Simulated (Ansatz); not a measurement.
## Orbital-resolved density of states of Sc

```
CELL_PARAMETERS angstrom
0.00000 2.27050 2.27050
2.27050 0.00000 2.27050
2.27050 2.27050 0.00000
ATOMIC_POSITIONS crystal
Sc 0.00000 0.00000 0.00000
```

The cell is COD entry 9008483, as deposited and not checked against the literature; nothing was relaxed.

Spin polarisation is left out, and whether a magnetic state lies lower isn't shown here.

These are results of Ansatz 0.2.0, DFT, PBE, all-electron LAPW, scalar-relativistic, not measurements.

Settings: a Γ-centred 12×12×12 k mesh, Fermi–Dirac smearing of 0.03 eV, basis error target 0.25 meV/atom, no spin polarisation.

States per eV for one atom of each kind, in 0.4 eV bins named by their centres, from the Fermi level, projected on a minimal set of Löwdin-orthogonalised atomic shells; orbitals are real harmonics on the Cartesian axes, equal curves share a column, and empty bins are left out, as is all above 2.1 eV, near the top of the computed bands.

Sc 3d:

```
# E all dz2=dx2-y2 dxz=dyz=dxy
-3.9 0.01 0.00 0.00
-3.5 0.02 0.00 0.00
-3.1 0.04 0.01 0.01
-2.7 0.07 0.01 0.01
-2.3 0.14 0.03 0.03
-1.9 0.32 0.06 0.06
-1.5 0.65 0.19 0.09
-1.1 0.74 0.23 0.09
-0.7 0.78 0.23 0.11
-0.3 1.72 0.17 0.46
0.1 1.47 0.16 0.38
0.5 1.43 0.06 0.44
0.9 1.66 0.23 0.40
1.3 1.36 0.32 0.24
1.7 1.51 0.32 0.29
```

Sc 4s:

```
# E all
-5.1 0.03
-4.7 0.09
-4.3 0.12
-3.9 0.15
-3.5 0.18
-3.1 0.21
-2.7 0.24
-2.3 0.28
-1.9 0.31
-1.5 0.30
-1.1 0.19
-0.7 0.06
-0.3 0.03
0.1 0.07
0.5 0.05
0.9 0.10
1.3 0.11
1.7 0.03
```
